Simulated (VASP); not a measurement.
A run of VASP 6.6.1 is set up as follows.

File INCAR:

```
SYSTEM = Se
  ALGO = Normal
  EDIFF = 1E-7
  EDIFFG = -0.15
  ENCUT = 520
  GGA = PS
  IBRION = 2
  ISIF = 3
  ISMEAR = 0
  LASPH = .True.
  LCHARG = .False.
  LREAL = .False.
  LWAVE = .False.
  NELM = 100
  NSW = 80
  PREC = Accurate
  PSTRESS = 300.0
  SIGMA = 0.1
```

File KPOINTS:

```
k-points
0
Gamma
  21 21 21
  0 0 0
```

POSCAR

```
Se                                      
1.0
    1.9710066214      1.1379612227      0.9993466423
   -1.9710066214      1.1379612227      0.9993466423
    0.0000000000     -2.2759224453      0.9993466423
  Se            
     1
Direct
     0.0000000000000000    0.0000000000000000    0.0000000000000000
```

Potentials or basis: VASP PAW PBE potentials, release 64 (Se).

The run is started by

```bash
$ cat potpaw_PBE.64/Se/POTCAR > POTCAR
$ mpirun -np 1 vasp_std > vasp.out
```

**Question.** Predict the space group after relaxing (to 0.05 Å).

**Answer.** R-3m (No. 166).

**Question.** Estimate the band gap on the k mesh.

**Answer.** None (metal or under the smearing width).

**Question.** Estimate the relaxed volume.

**Answer.** 15.98 Å³/atom.

**Question.** What does it give for the relaxed cell?

**Answer.** a = 2.603 Å, b = 2.603 Å, c = 2.603 Å, α = 103.19°, β = 103.19°, γ = 103.19°.

The path:
| step | energy change (eV) | largest force (eV/Å) | pressure (GPa) | volume (Å³) |
| --- | --- | --- | --- | --- |
| 1 | 0.0000 | 0.0000 | 75.03 | 13.45 |
| 2 | -0.9637 | 0.0000 | -7.86 | 22.23 |
| 3 | -0.7908 | 0.0000 | 26.18 | 16.13 |
| 4 | -0.7455 | 0.0000 | 29.39 | 15.87 |
| 5 | -0.7360 | 0.0000 | 30.04 | 15.82 |
| 6 | -0.7710 | 0.0000 | 30.33 | 15.91 |
| 7 | -0.7890 | 0.0000 | 30.97 | 15.98 |

Caveat: the cell is relaxed towards a set pressure, so the enthalpy falls and the energy may rise; the volume moved by over 15 % at a fixed basis, so the end points are rough; the PAW data sets were made with another functional, which shifts forces and pressure a little; the relaxation stopped at a loose force limit of 0.15 eV/Å, so its end isn't a converged minimum. Zero-point motion and thermal expansion aren't in these numbers.
